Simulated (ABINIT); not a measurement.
The system is Ge.

```
Ge
1.0
    -2.57449    2.57449    1.39741
     2.57449   -2.57449    1.39741
     2.57449    2.57449   -1.39741
Ge
2
Direct
  0.50000 0.50000 0.00000
  0.25000 0.75000 0.50000
```

This isn't the form of Ge at room conditions, which is diamond.

Base run:

```yaml
Program: ABINIT 10.8.3 (patched build)
Functional: PW91
Potentials_or_basis: JTH PAW PBE v2.0
Cutoff: 599 eV
k_mesh: 11 × 11 × 11
Occupations: fermi-dirac, width 0.05 eV
Spin: no spin polarisation
```

Its results: band gap on the k mesh none (metal or under the smearing width); pressure 2.9 GPa.

Q: After a change of settings the same cell gave: band gap on the k mesh none (metal or under the smearing width); pressure 8.6 GPa. Which change was it?
A. functional from PW91 to AM05
B. functional from PW91 to PBEsol; k mesh from 11 × 11 × 11 to 14 × 14 × 14
C. functional from PW91 to rPW86PBE

A: C.

Caveats: the PAW data sets were made with another functional, which shifts forces and pressure a little.

Runs at the PBE level aren't shown here.
